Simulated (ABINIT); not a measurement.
# FeO (Wuestite) (R-3m) in ABINIT: equation of state

How stiff is FeO (Wuestite) in PBE, and what volume does it want? The cell is scaled to several volumes.

All numbers are computed with ABINIT 10.8.3 (patched build); they aren't measurements. Logs are shortened: lines on timing, memory, paths and dates and some standing lists are left out, and cuts for length are marked. The log counts tension as positive stress, the text compression.

## (1) The structure

The structure is trigonal, space group R-3m (No. 166). The conventional cell has a = 3.038 Å, b = 3.038 Å, c = 7.559 Å, α = 90.00°, β = 90.00°, γ = 120.00°. Fe (site symmetry -3m) is surrounded by 6 O at 2.16 Å. O (site symmetry -3m) has 6 Fe at 2.16 Å as nearest neighbours.

## (2) Equation of state, PBE, collinear spin, ferromagnetic start

run.abi reads:

```
# Datasets: one volume each
ndtset 7
scalecart1 3*0.9795861087
scalecart2 3*0.9864848297
scalecart3 3*0.9932883884
scalecart4 3*1.0000000000
scalecart5 3*1.0066227096
scalecart6 3*1.0131594038
scalecart7 3*1.0196128224

# Pseudopotentials
pp_dirpath "./"
pseudos "Fe.GGA_PBE-JTH.xml, O.GGA_PBE-JTH.xml"

# Structure
acell 3*1.0 Angstrom
rprim
     1.5188209023     0.8768916568     2.5195772846
    -1.5188209023     0.8768916568     2.5195772846
     0.0000000000    -1.7537833136     2.5195772846
ntypat 2
znucl 26 8
natom 2
typat 1 2
xred
     0.0000000000     0.0000000000     0.0000000000
     0.5000000000     0.5000000000     0.5000000000

# Plane-wave basis
ecut 26.0
pawecutdg 48.0
pawxcdev 0

# k points
kptopt 1
ngkpt 11 11 11
nshiftk 1
shiftk 0.0 0.0 0.0

# Exchange and correlation
ixc 11

# Bands and occupations
nband 16
occopt 3
tsmear 0.00183747

# Spin
nsppol 2
spinat
     0.0000000000     0.0000000000     3.0000000000
     0.0000000000     0.0000000000     0.0000000000

# SCF cycle
nstep 100
tolvrs 1.0e-9

# Output
iomode 3
prtwf 0
prtden 0
prteig 0
prtebands 0
```

Potentials or basis: JTH PAW PBE v2.0.

Run with:

```bash
$ mpirun --bind-to none -np 4 abinit run.abi > log 2>&1
```

run.abo:

```text
.Version 10.8.3 of ABINIT
 DATASET    1 : space group R-3 m (#166); Bravais hR (rhombohedral)
================================================================================
 Values of the parameters that define the memory need for DATASET  1.
     intxc =       0    ionmov =       0      iscf =      17    lmnmax =      18
     lnmax =       6     mgfft =      30  mpssoang =       3    mqgrid =    3001
     natom =       2  nloc_mem =       2    nspden =       2   nspinor =       1
    nsppol =       2      nsym =      12    n1xccc =       1    ntypat =       2
    occopt =       3   xclevel =       2
       mpw =         828          nfft =       27000          nkpt =         146
Pmy_natom=         1
 PAW method is used; the additional fine FFT grid is defined by:
   mgfftf=        36    nfftf =     46656
================================================================================
================================================================================
[... 77 lines left out ...]
================================================================================
 Values of the parameters that define the memory need for DATASET  7.
     intxc =       0    ionmov =       0      iscf =      17    lmnmax =      18
     lnmax =       6     mgfft =      30  mpssoang =       3    mqgrid =    3001
     natom =       2  nloc_mem =       2    nspden =       2   nspinor =       1
    nsppol =       2      nsym =      12    n1xccc =       1    ntypat =       2
    occopt =       3   xclevel =       2
       mpw =         925          nfft =       27000          nkpt =         146
Pmy_natom=         1
 PAW method is used; the additional fine FFT grid is defined by:
   mgfftf=        40    nfftf =     64000
================================================================================
================================================================================

--------------------------------------------------------------------------------
------------- Echo of variables that govern the present computation ------------
--------------------------------------------------------------------------------
 -outvars: echo values of preprocessed input variables --------
            acell      1.8897261259E+00  1.8897261259E+00  1.8897261259E+00 Bohr
              amu      5.58470000E+01  1.59994000E+01
             ecut      2.60000000E+01 Hartree
                       outvar_i_n : Printing only first  50 k-points.
              ixc          11
           jdtset        1    2    3    4    5    6    7
                       outvar_i_n : Printing only first  50 k-points.
         kptrlatt       11    0    0      0   11    0      0    0   11
          kptrlen1     6.18544189E+01
          kptrlen2     6.22900278E+01
          kptrlen3     6.27196277E+01
          kptrlen4     6.31434219E+01
          kptrlen5     6.35616024E+01
          kptrlen6     6.39743517E+01
          kptrlen7     6.43818426E+01
            natom           2
            nband          16
           ndtset           7
            ngfft          30      30      30
          ngfftdg1         36      36      36
          ngfftdg2         36      36      36
          ngfftdg3         36      36      36
          ngfftdg4         40      40      40
          ngfftdg5         40      40      40
          ngfftdg6         40      40      40
          ngfftdg7         40      40      40
             nkpt         146
           nspden           2
           nsppol           2
            nstep         100
             nsym          12
           ntypat           2
                       prtocc : prtvol=0, do not print more k-points.
                       1.000000  1.000000  1.000000  1.000000  1.000000  1.000000
                       1.000000  1.000000  1.000000  1.000000  1.000000  0.000000
                       0.000000  0.000000  0.000000  0.000000
                       1.000000  1.000000  1.000000  1.000000  1.000000  1.000000
                       1.000000  1.000000  1.000000  1.000000  1.000000  0.000000
                       0.000000  0.000000  0.000000  0.000000
                       1.000000  1.000000  1.000000  1.000000  1.000000  1.000000
                       1.000000  1.000000  1.000000  1.000000  1.000000  0.000000
                       0.000000  0.000000  0.000000  0.000000
                       1.000000  1.000000  1.000000  1.000000  1.000000  1.000000
                       1.000000  1.000000  1.000000  1.000000  1.000000  0.000000
                       0.000000  0.000000  0.000000  0.000000
                       1.000000  1.000000  1.000000  1.000000  1.000000  1.000000
                       1.000000  1.000000  1.000000  1.000000  1.000000  0.000000
                       0.000000  0.000000  0.000000  0.000000
                       1.000000  1.000000  1.000000  1.000000  1.000000  1.000000
                       1.000000  1.000000  1.000000  1.000000  1.000000  0.000000
[... 169 lines left out ...]
                       outvars : Printing only first  50 k-points.
           xangst1     0.0000000000E+00  0.0000000000E+00  0.0000000000E+00
                       0.0000000000E+00  0.0000000000E+00  3.7022143617E+00
           xangst2     0.0000000000E+00  0.0000000000E+00  0.0000000000E+00
                       3.4328932087E-17 -2.1462176965E-17  3.7282871528E+00
           xangst3     0.0000000000E+00  0.0000000000E+00  0.0000000000E+00
                       0.0000000000E+00  0.0000000000E+00  3.7540002907E+00
           xangst4     0.0000000000E+00  0.0000000000E+00  0.0000000000E+00
                       3.3189447850E-17 -2.0146413902E-17  3.7793659269E+00
           xangst5     0.0000000000E+00  0.0000000000E+00  0.0000000000E+00
                       3.2631077291E-17 -1.9501663117E-17  3.8043955699E+00
           xangst6     0.0000000000E+00  0.0000000000E+00  0.0000000000E+00
                       0.0000000000E+00  0.0000000000E+00  3.8291001292E+00
           xangst7     0.0000000000E+00  0.0000000000E+00  0.0000000000E+00
                       0.0000000000E+00  0.0000000000E+00  3.8534899596E+00
            xcart1     0.0000000000E+00  0.0000000000E+00  0.0000000000E+00
                       0.0000000000E+00  0.0000000000E+00  6.9961712030E+00
            xcart2     0.0000000000E+00  0.0000000000E+00  0.0000000000E+00
                       6.4872279840E-17 -4.0557636530E-17  7.0454416375E+00
            xcart3     0.0000000000E+00  0.0000000000E+00  0.0000000000E+00
                       0.0000000000E+00  0.0000000000E+00  7.0940324260E+00
            xcart4     0.0000000000E+00  0.0000000000E+00  0.0000000000E+00
                       6.2718966706E-17 -3.8071204695E-17  7.1419665314E+00
            xcart5     0.0000000000E+00  0.0000000000E+00  0.0000000000E+00
                       6.1663799272E-17 -3.6852802291E-17  7.1892657017E+00
            xcart6     0.0000000000E+00  0.0000000000E+00  0.0000000000E+00
                       0.0000000000E+00  0.0000000000E+00  7.2359505529E+00
            xcart7     0.0000000000E+00  0.0000000000E+00  0.0000000000E+00
                       0.0000000000E+00  0.0000000000E+00  7.2820406526E+00
             xred      0.0000000000E+00  0.0000000000E+00  0.0000000000E+00
                       5.0000000000E-01  5.0000000000E-01  5.0000000000E-01
            znucl       26.00000    8.00000

================================================================================

 chkinp: Checking input parameters for consistency, jdtset=   1.

 chkinp: Checking input parameters for consistency, jdtset=   2.
[... 46 lines left out ...]
 getcut: wavevector=  0.0000  0.0000  0.0000  ngfft=  36  36  36
         ecut(hartree)=     48.000   => boxcut(ratio)=   2.03144

--- Pseudopotential description ------------------------------------------------
- pspini: atom type   1  psp file is ./Fe.GGA_PBE-JTH.xml
 Pseudopotential format is: paw10
 basis_size (lnmax)=  6 (lmn_size= 18), orbitals=   0   0   1   1   2   2
 Spheres core radius: rc_sph= 2.11531574
 Shapefunction is SIN type: shapef(r)=[sin(pi*r/rshp)/(pi*r/rshp)]**2
 Radius for shape functions =  1.80687083
 Compensation charge density is not taken into account in XC energy/potential

- pspini: atom type   2  psp file is ./O.GGA_PBE-JTH.xml
 Pseudopotential format is: paw10
 basis_size (lnmax)=  4 (lmn_size=  8), orbitals=   0   0   1   1
 Spheres core radius: rc_sph= 1.41465230
 Shapefunction is SIN type: shapef(r)=[sin(pi*r/rshp)/(pi*r/rshp)]**2
 Radius for shape functions =  1.20231231
 Compensation charge density is not taken into account in XC energy/potential

   7.84782077E+02                                ecore*ucvol(ha*bohr**3)
--------------------------------------------------------------------------------

================================================================================

--- !BeginCycle
iteration_state: {dtset: 1, }
solver: {iscf: 17, nstep: 100, nline: 4, wfoptalg: 10, }
tolerances: {tolvrs: 1.00E-09, }
...
[... 1460 lines left out ...]
-Cartesian components of stress tensor (GPa)         [Pressure= -1.0970E+01 GPa]
- sigma(1 1)=  1.06170511E+01  sigma(3 2)=  0.00000000E+00
- sigma(2 2)=  1.06170511E+01  sigma(3 1)=  0.00000000E+00
- sigma(3 3)=  1.16749710E+01  sigma(2 1)=  0.00000000E+00

== END DATASET(S) ==============================================================
================================================================================

 -outvars: echo values of variables after computation  --------
            acell      1.8897261259E+00  1.8897261259E+00  1.8897261259E+00 Bohr
           etotal1    -1.4057406662E+02
           etotal2    -1.4057490330E+02
           etotal3    -1.4057532354E+02
           etotal4    -1.4057537579E+02
           etotal5    -1.4057509439E+02
           etotal6    -1.4057451539E+02
           etotal7    -1.4057366854E+02
            fcart1    -0.0000000000E+00 -0.0000000000E+00 -0.0000000000E+00
                      -0.0000000000E+00 -0.0000000000E+00 -0.0000000000E+00
            fcart2    -0.0000000000E+00 -0.0000000000E+00 -0.0000000000E+00
                      -0.0000000000E+00 -0.0000000000E+00 -0.0000000000E+00
            fcart3    -0.0000000000E+00 -0.0000000000E+00 -0.0000000000E+00
                      -0.0000000000E+00 -0.0000000000E+00 -0.0000000000E+00
            fcart4    -0.0000000000E+00 -0.0000000000E+00 -0.0000000000E+00
                      -0.0000000000E+00 -0.0000000000E+00 -0.0000000000E+00
            fcart5    -0.0000000000E+00 -0.0000000000E+00 -0.0000000000E+00
                      -0.0000000000E+00 -0.0000000000E+00 -0.0000000000E+00
[... 38 lines left out ...]
                       0.0000000000E+00  0.0000000000E+00  0.0000000000E+00
           xangst1     0.0000000000E+00  0.0000000000E+00  0.0000000000E+00
                       0.0000000000E+00  0.0000000000E+00  3.7022143617E+00
           xangst2     0.0000000000E+00  0.0000000000E+00  0.0000000000E+00
                       3.4328932087E-17 -2.1462176965E-17  3.7282871528E+00
           xangst3     0.0000000000E+00  0.0000000000E+00  0.0000000000E+00
                       0.0000000000E+00  0.0000000000E+00  3.7540002907E+00
           xangst4     0.0000000000E+00  0.0000000000E+00  0.0000000000E+00
                       3.3189447850E-17 -2.0146413902E-17  3.7793659269E+00
           xangst5     0.0000000000E+00  0.0000000000E+00  0.0000000000E+00
                       3.2631077291E-17 -1.9501663117E-17  3.8043955699E+00
           xangst6     0.0000000000E+00  0.0000000000E+00  0.0000000000E+00
                       0.0000000000E+00  0.0000000000E+00  3.8291001292E+00
           xangst7     0.0000000000E+00  0.0000000000E+00  0.0000000000E+00
                       0.0000000000E+00  0.0000000000E+00  3.8534899596E+00
             xred      0.0000000000E+00  0.0000000000E+00  0.0000000000E+00
                       5.0000000000E-01  5.0000000000E-01  5.0000000000E-01
 Calculation completed.
```

Run time: 7.1 min. Hardware: 4 MPI ranks of Arm Neoverse V2, shared host; peak memory 0.76 GiB.

What came out:

```yaml
Equilibrium_volume: 10.00 Å³/atom
Bulk_modulus_at_fixed_shape_and_positions: 186 GPa
Pressure_derivative_of_the_bulk_modulus: 4.4
```

Energy against volume, from the lowest point:
| volume (Å³/atom) | energy (meV/atom) |
| --- | --- |
| 9.463 | 17.81 |
| 9.664 | 6.43 |
| 9.866 | 0.71 |
| 10.067 | 0.00 |
| 10.268 | 3.83 |
| 10.470 | 11.71 |
| 10.671 | 23.23 |

Caveat: pressures at fixed basis lie under the slope of the energies; the cell was scaled at fixed shape and fractional positions, which overstates the stiffness of a crystal with free parameters, most of all of layers and chains.

## (3) Against experiment

Step 2. The cell as given is a measured one (10.07 Å³/atom); PBE puts the equilibrium volume -0.7 % from it, thermal expansion not counted.
